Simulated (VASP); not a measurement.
Here is a VASP 6.6.1 calculation.

Contents of INCAR:

```
  PREC = Accurate
  ENCUT = 600
  EDIFF = 1E-7
  ISMEAR = 0
  SIGMA = 0.03
  LREAL = False
  LASPH = True
  NELM = 80
  ALGO = Normal
  ISIF = 3
  LWAVE = False
  LCHARG = False
  GGA = RP
  IBRION = 2
  NSW = 90
  EDIFFG = -0.005
```

File KPOINTS:

```
Automatic mesh
0
Gamma
  9 9 4
```

Contents of POSCAR:

```
CdSe                                    
1.0
    4.4506942843      0.0000000000      0.0000000000
   -2.2253471422      3.8544143147      0.0000000000
    0.0000000000      0.0000000000      7.2703131988
  Cd              Se            
     2     2
Direct
     0.3333333332999970    0.6666666667000030    0.0046016097580370
     0.6666666667000030    0.3333333332999970    0.5046016097580371
     0.3333333332999970    0.6666666667000030    0.3803983902419610
     0.6666666667000030    0.3333333332999970    0.8803983902419609
```

Potentials or basis: VASP PAW PBE potentials, release 64 (Cd, Se).

Launch:

```sh
$ cat potpaw_PBE.64/Cd/POTCAR potpaw_PBE.64/Se/POTCAR > POTCAR
$ mpirun -np 1 vasp_std > vasp.out
```

**Question.** What does it give for the band gap on the k mesh?

**Answer.** 0.61 eV, direct.

**Question.** Predict the space group after relaxing (to 0.05 Å).

**Answer.** P6_3mc (No. 186).

**Question.** What does it give for the relaxed volume?

**Answer.** 31.18 Å³/atom.

**Question.** Predict the relaxed cell.

**Answer.** a = 4.451 Å, b = 4.451 Å, c = 7.268 Å, α = 90.00°, β = 90.00°, γ = 120.00°.

Final structure:
```
Cd Se
1.0
     4.45124    0.00000    0.00000
    -2.22562    3.85488    0.00000
     0.00000    0.00000    7.26758
Cd Se
2 2
Direct
  0.33333 0.66667 0.00462
  0.66667 0.33333 0.50462
  0.33333 0.66667 0.38038
  0.66667 0.33333 0.88038
```

Caveat: the PAW data sets were made with another functional, which shifts forces and pressure a little. RPBE gaps usually lie below the measured ones, often by a third to a half.
